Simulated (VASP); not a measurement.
# Mo (Im-3m) in VASP: density of states with PBE

Aim: the density of states of Mo with PBE.

All numbers are computed with VASP 6.6.1; they aren't measurements. Logs are shortened: lines on timing, memory, paths and dates and some standing lists are left out, and cuts for length are marked.

## Step 1: The structure

The structure is cubic, space group Im-3m (No. 229). Conventional cell: a = 3.156 Å, b = 3.156 Å, c = 3.156 Å, α = 90.00°, β = 90.00°, γ = 90.00°. Mo (site symmetry m-3m) is surrounded by 8 Mo at 2.73 Å.

## Step 2: Density of states, PBE

POSCAR

```
Mo                                      
1.0
   -1.5781627051      1.5781627051      1.5781627051
    1.5781627051     -1.5781627051      1.5781627051
    1.5781627051      1.5781627051     -1.5781627051
  Mo            
     1
Direct
     0.0000000000000000    0.0000000000000000    0.0000000000000000
```

INCAR.step1

```
PREC = Accurate ; ENCUT = 350
EDIFF = 1E-7 ; ISMEAR = 0
SIGMA = 0.1 ; LREAL = False
LASPH = True ; NELM = 60
ALGO = Fast ; ISIF = 2
LWAVE = False ; LCHARG = True
LMAXMIX = 4 ; GGA = PE
```

KPOINTS.step1

```
regular mesh
0
Gamma
  18 18 18
```

INCAR.step2

```
PREC = Accurate ; ENCUT = 350
EDIFF = 1E-7 ; ISMEAR = -5
SIGMA = 0.1 ; LREAL = False
LASPH = True ; NELM = 60
ALGO = Fast ; ISIF = 2
LWAVE = False ; LCHARG = False
LMAXMIX = 4 ; GGA = PE
LORBIT = 10 ; NEDOS = 1001
ICHARG = 11
```

KPOINTS.step2

```
regular mesh
0
Gamma
  27 27 27
```

Potentials or basis: VASP PAW PBE potentials, release 64 (Mo_sv).

The run is started by

```bash
cat potpaw_PBE.64/Mo_sv/POTCAR > POTCAR
cp INCAR.step1 INCAR
cp KPOINTS.step1 KPOINTS
mpirun -np 1 vasp_std > vasp.out
cp INCAR.step2 INCAR
cp KPOINTS.step2 KPOINTS
mpirun -np 1 vasp_std > vasp.out
```

OUTCAR:

```text
PREC = Accurate
   ENCUT = 350
   EDIFF = 1E-7
   ISMEAR = -5
   LREAL = False
   LASPH = True
   NELM = 60
   ISIF = 2
   GGA = PE
   LORBIT = 10
   ICHARG = 11

 ion  position               nearest neighbor table
   1  0.000  0.000  0.000-

  LATTYP: Found a body centered cubic cell.
 ALAT       =     3.1563254102

  Lattice vectors:

 A1 = (  -1.5781627051,   1.5781627051,   1.5781627051)
 A2 = (   1.5781627051,  -1.5781627051,   1.5781627051)
 A3 = (   1.5781627051,   1.5781627051,  -1.5781627051)

Analysis of symmetry for initial positions (statically):
=====================================================================
 Subroutine PRICEL returns:
 Original cell was already a primitive cell.

 Routine SETGRP: Setting up the symmetry group for a
 body centered cubic supercell.

 Subroutine GETGRP returns: Found 48 space group operations
 (whereof 48 operations were pure point group operations)
 out of a pool of 48 trial point group operations.

The static configuration has the point symmetry O_h .

Analysis of symmetry for dynamics (positions and initial velocities):
=====================================================================
 Subroutine PRICEL returns:
 Original cell was already a primitive cell.

 Routine SETGRP: Setting up the symmetry group for a
 body centered cubic supercell.

 Subroutine GETGRP returns: Found 48 space group operations
 (whereof 48 operations were pure point group operations)
 out of a pool of 48 trial point group operations.

The dynamic configuration has the point symmetry O_h .

 Subroutine INISYM returns: Found 48 space group operations
 (whereof 48 operations are pure point group operations),
 and found     1 'primitive' translations

----------------------------------------------------------------------------------------

                                     Primitive cell

  volume of cell :      15.7223

  direct lattice vectors                    reciprocal lattice vectors
    -1.578162705  1.578162705  1.578162705     0.000000000  0.316824113  0.316824113
     1.578162705 -1.578162705  1.578162705     0.316824113  0.000000000  0.316824113
     1.578162705  1.578162705 -1.578162705     0.316824113  0.316824113  0.000000000

  length of vectors
     2.733457988  2.733457988  2.733457988     0.448056958  0.448056958  0.448056958

  position of ions in fractional coordinates (direct lattice)
     0.000000000  0.000000000  0.000000000

  ion indices of the primitive-cell ions
   primitive index   ion index
                 1           1

----------------------------------------------------------------------------------------

 KPOINTS: regular mesh

Automatic generation of k-mesh.
 Grid dimensions read from file:
 generate k-points for:   27   27   27

 Generating k-lattice:

  Cartesian coordinates                     Fractional coordinates (reciprocal lattice)
     0.000000000  0.011734226  0.011734226     0.037037037  0.000000000  0.000000000
     0.011734226  0.000000000  0.011734226     0.000000000  0.037037037  0.000000000
     0.011734226  0.011734226  0.000000000     0.000000000  0.000000000  0.037037037

  Length of vectors
     0.016594702  0.016594702  0.016594702

  Shift w.r.t. Gamma in fractional coordinates (k-lattice)
     0.000000000  0.000000000  0.000000000

 TETIRR: Found  23679 inequivalent tetrahedra from   118098

 Subroutine IBZKPT returns following result:
 ===========================================

 Found    560 irreducible k-points:

 Following reciprocal coordinates:
            Coordinates               Weight
  0.000000  0.000000  0.000000      1.000000
  0.037037  0.000000  0.000000     12.000000
  0.074074  0.000000  0.000000     12.000000
  0.111111  0.000000  0.000000     12.000000
  0.148148  0.000000  0.000000     12.000000
  0.185185  0.000000  0.000000     12.000000
[... 16 lines left out ...]
  0.333333  0.037037  0.000000     48.000000
  0.370370  0.037037  0.000000     48.000000
 [... further k-points ...]
   k-points           NKPTS =    560   k-points in BZ     NKDIM =    560   number of bands    NBANDS=     11
   number of dos      NEDOS =   1001   number of ions     NIONS =      1
   total plane-waves  NPLWV =   5832
   dimension x,y,z NGX =    18 NGY =   18 NGZ =   18
   dimension x,y,z NGXF=    36 NGYF=   36 NGZF=   36
   ions per type =               1
   NGX,Y,Z   is equivalent  to a cutoff of  10.95, 10.95, 10.95 a.u.
   NGXF,Y,Z  is equivalent  to a cutoff of  21.89, 21.89, 21.89 a.u.
 SYSTEM =  unknown system
   PREC   = accura    normal or accurate (medium, high low for compatibility)
   ISTART =      0    job   : 0-new  1-cont  2-samecut
   ICHARG =     11    charge: 1-file 2-atom 10-const
   ISPIN  =      1    spin polarized calculation?
   LNONCOLLINEAR =      F non collinear calculations
   LSORBIT =      F    spin-orbit coupling
   LASPH  =      T    aspherical Exc in radial PAW
   ENCUT  =  350.0 eV  25.72 Ry    5.07 a.u.   4.17  4.17  4.17*2*pi/ulx,y,z
   NELM   =     60;   NELMIN=  2; NELMDL=  0     # of ELM steps
   EDIFF  = 0.1E-06   stopping-criterion for ELM
   LREAL  =      F    real-space projection
   EDIFFG = 0.1E-05   stopping-criterion for IOM
   NSW    =      0    number of steps for IOM
   IBRION =     -1    ionic relax: 0-MD 1-quasi-New 2-CG
   NFREE  =      0    steps in history (QN), initial steepest desc. (CG)
   ISIF   =      2    stress and relaxation
   ISYM   =      2    0-nonsym 1-usesym 2-fastsym
   POTIM  = 0.5000    time-step for ionic-motion
   TEBEG  =    0.0;   TEEND  =   0.0 temperature during run
   PSTRESS=    0.0 pullay stress
   NELECT =      14.0000    total number of electrons
   NUPDOWN=      -1.0000    fix difference up-down
   EMIN   =  10.00;   EMAX   =-10.00  energy-range for DOS
   EFERMI =   0.00;   METHOD = LEGACY
   ISMEAR =    -5;   SIGMA  =   0.10  broadening in eV -4-tet -1-fermi 0-gaus
   EFERMI_NEDOS =   21; number of points for ismear=-14 and -15
   IALGO  =     68    algorithm
   IMIX   =      4    mixing-type and parameters
     AMIX     =   0.40;   BMIX     =  1.00
     AMIX_MAG =   1.60;   BMIX_MAG =  1.00
  volume/ion in A,a.u.               =      15.72       106.10
  Fermi-wavevector in a.u.,A,eV,Ry     =   1.574995  2.976308 33.750721  2.480608
  Thomas-Fermi vector in A             =   2.676045
   LORBIT       =     10    0 simple, 1 ext, 2 COOP (PROOUT), +10 PAW based schemes
   GGA     = PE    functional components
   LHFCALC =     F    Hartree Fock is set to
   AEXX    =    0.0000 exact exchange contribution
   IVDW    =     0    specifies the selected vdW correction
   LEPSILON=     F    determine dielectric tensor
   LRPA    =     F    only Hartree local field effects (RPA)
 non-spin polarized calculation
 RMM-DIIS sequential band-by-band and
 Fermi weights with tetrahedron method with Bloechl corrections
  energy-cutoff  :      350.00
  volume of cell :       15.72
 maximum number of plane-waves:       242
 NGX is ok and might be reduce to    18

 number of electron      14.0000003 magnetization

 Free energy of the ion-electron system (eV)
  ---------------------------------------------------
  ext. energy  EPLUGINS =         0.00000000
  ---------------------------------------------------
  free energy    TOTEN  =       -10.93067210 eV

  energy without entropy =      -10.93067210  energy(sigma->0) =      -10.93067210

 E-fermi :  12.5268     XC(G=0): -13.3585

 val. band max:       12.5681815810   @ k =   0.4074   0.1111   0.0741
 cond. band min:      12.5038647052   @ k =  -0.2593   0.3704   0.1481
 fundamental gap:     -0.0643168757
 Fermi energy:        12.5267965438

 k-point     1 :       0.0000    0.0000    0.0000
  band No.  band energies     occupation
      1     -48.7621      2.00000
      2     -22.0485      2.00000
      3     -22.0485      2.00000
      4     -22.0485      2.00000
      5       5.2842      2.00000
      6      11.1519      2.00000
      7      11.1519      2.00000
      8      11.1519      2.00000
      9      14.1568      0.00000
     10      14.1568      0.00000
     11      27.3255      0.00000

 k-point     2 :       0.0370    0.0000    0.0000
  band No.  band energies     occupation
      1     -48.7587      2.00000
      2     -22.0684      2.00000
      3     -22.0547      2.00000
      4     -22.0487      2.00000
      5       5.3453      2.00000
      6      11.1173      2.00000
      7      11.1468      2.00000
      8      11.2085      2.00000
      9      14.1037      0.00000
     10      14.1575      0.00000
     11      27.4073      0.00000

 k-point     3 :       0.0741    0.0000    0.0000
  band No.  band energies     occupation
      1     -48.7487      2.00000
      2     -22.1275      2.00000
      3     -22.0729      2.00000
      4     -22.0492      2.00000
      5       5.5245      2.00000
      6      11.0171      2.00000
      7      11.1276      2.00000
      8      11.3772      2.00000
      9      13.9641      0.00000
     10      14.1606      0.00000
     11      27.5116      0.00000

 k-point     4 :       0.1111    0.0000    0.0000
  band No.  band energies     occupation
      1     -48.7324      2.00000
      2     -22.2203      2.00000
      3     -22.1020      2.00000
      4     -22.0499      2.00000
      5       5.8102      2.00000
      6      10.8611      2.00000
      7      11.0856      2.00000
      8      11.6554      2.00000
      9      13.7887      0.00000
     10      14.1693      0.00000
     11      27.6956      0.00000

 k-point     5 :       0.1481    0.0000    0.0000
  band No.  band energies     occupation
      1     -48.7108      2.00000
      2     -22.3416      2.00000
      3     -22.1397      2.00000
      4     -22.0507      2.00000
      5       6.1800      2.00000
      6      10.6632      2.00000
      7      11.0147      2.00000
      8      12.0384      2.04009
      9      13.6394      0.00000
     10      14.1876      0.00000
     11      27.8187      0.00000
[... 211 lines left out ...]
 k-point    21 :       0.2593    0.0370    0.0000
  band No.  band energies     occupation
      1     -48.6099      2.00000
      2     -22.8830      2.00000
      3     -22.3115      2.00000
      4     -22.0634      2.00000
      5       7.4646      2.00000
      6       9.8645      2.00000
      7      11.0414      2.00000
      8      13.6599      0.00000
      9      14.1444      0.00000
     10      14.4254      0.00000
     11      26.9361      0.00000

 k-point    22 :       0.2963    0.0370    0.0000
  band No.  band energies     occupation
      1     -48.5811      2.00000
      2     -23.0307      2.00000
      3     -22.3611      2.00000
      4     -22.0650      2.00000
      5       7.5531      2.00000
      6       9.6587      2.00000
      7      11.4365      2.00000
      8      13.8189      0.00000
      9      14.5121      0.00000
     10      14.8498      0.00000
     11      26.3269      0.00000

 k-point    23 :       0.3333    0.0370    0.0000
  band No.  band energies     occupation
      1     -48.5550      2.00000
      2     -23.1622      2.00000
      3     -22.4058      2.00000
      4     -22.0663      2.00000
      5       7.5211      2.00000
      6       9.4803      2.00000
      7      11.9903      2.03985
      8      13.9894      0.00000
      9      14.6096      0.00000
     10      15.5605      0.00000
     11      25.7315      0.00000

 k-point    24 :       0.3704    0.0370    0.0000
  band No.  band energies     occupation
      1     -48.5329      2.00000
      2     -23.2713      2.00000
      3     -22.4430      2.00000
      4     -22.0676      2.00000
      5       7.4340      2.00000
      6       9.3358      2.00000
      7      12.6049      0.92270
      8      14.1370      0.00000
      9      14.7177      0.00000
     10      16.2306      0.00000
     11      25.2000      0.00000

 [... further k-points ...]

------------------------ aborting loop because EDIFF is reached ----------------------------------------

  FORCE on cell =-STRESS in cart. coord.  units (eV):
  Direction    XX          YY          ZZ          XY          YZ          ZX
  --------------------------------------------------------------------------------------
  -------------------------------------------------------------------------------------
  Total       -0.0229199     -0.0229199     -0.0229199     -0.0000000     -0.0000000     -0.0000000
  in kB       -2.3356470     -2.3356470     -2.3356470     -0.0000000     -0.0000000     -0.0000000
  external PRESSURE =      -2.3356470 kB  Pullay stress =       0.0000000 kB

 VOLUME and BASIS-vectors are now :
 -----------------------------------------------------------------------------
  energy-cutoff  :      350.00
  volume of cell :       15.72
      direct lattice vectors                 reciprocal lattice vectors
    -1.578162705  1.578162705  1.578162705     0.000000000  0.316824113  0.316824113
     1.578162705 -1.578162705  1.578162705     0.316824113  0.000000000  0.316824113
     1.578162705  1.578162705 -1.578162705     0.316824113  0.316824113  0.000000000

 POSITION                                       TOTAL-FORCE (eV/Angst)
 -----------------------------------------------------------------------------------
      0.00000      0.00000      0.00000         0.000000      0.000000     -0.000000
 -----------------------------------------------------------------------------------
    total drift:                               -0.000000     -0.000000     -0.000000

  FREE ENERGIE OF THE ION-ELECTRON SYSTEM (eV)
  ---------------------------------------------------
  free  energy   TOTEN  =       -10.9306721030 eV

  energy  without entropy=      -10.9306721030  energy(sigma->0) =      -10.93067210

 total charge

# of ion       s       p       d       tot
------------------------------------------
    1        2.381   6.206   3.896  12.483
```

Run time: 1.8 min. Hardware: 1 thread of Intel Xeon Platinum 8259CL at 2.50GHz (Skylake/Cascade Lake), shared host; peak memory 0.2 GiB.

What came out:

* Valence electrons inside the program's atomic spheres: Mo 12.48

Levels at points of the mesh, in eV from the Fermi level:
```csv
k point,band 5,band 6,band 7,band 8,band 9,band 10
"(0.00, 0.00, 0.00)",-7.24,-1.37,-1.37,-1.37,1.63,1.63
```

States per cell in windows of 1 eV (zero at the Fermi level; states under -8 eV left out):
| from (eV) | total | Mo1_d | Mo1_p | Mo1_s |
| --- | --- | --- | --- | --- |
| -8.0 | 0.00 | 0.00 | 0.00 | 0.00 |
| -7.0 | 0.06 | 0.00 | 0.00 | 0.03 |
| -6.0 | 0.25 | 0.09 | 0.01 | 0.07 |
| -5.0 | 1.29 | 0.71 | 0.04 | 0.17 |
| -4.0 | 1.15 | 0.82 | 0.04 | 0.04 |
| -3.0 | 1.37 | 1.03 | 0.05 | 0.02 |
| -2.0 | 1.38 | 0.93 | 0.10 | 0.04 |
| -1.0 | 0.50 | 0.33 | 0.04 | 0.01 |
| 0.0 | 0.99 | 0.78 | 0.04 | 0.01 |
| 1.0 | 1.48 | 1.31 | 0.02 | 0.01 |
| 2.0 | 1.54 | 1.38 | 0.02 | 0.02 |
| 3.0 | 0.70 | 0.58 | 0.03 | 0.02 |
| 4.0 | 0.35 | 0.25 | 0.03 | 0.02 |
| 5.0 | 0.26 | 0.16 | 0.04 | 0.02 |
| 6.0 | 0.27 | 0.14 | 0.05 | 0.02 |
| 7.0 | 0.22 | 0.10 | 0.05 | 0.01 |

Caveat: tetrahedron occupations give inexact forces and stress in metals.
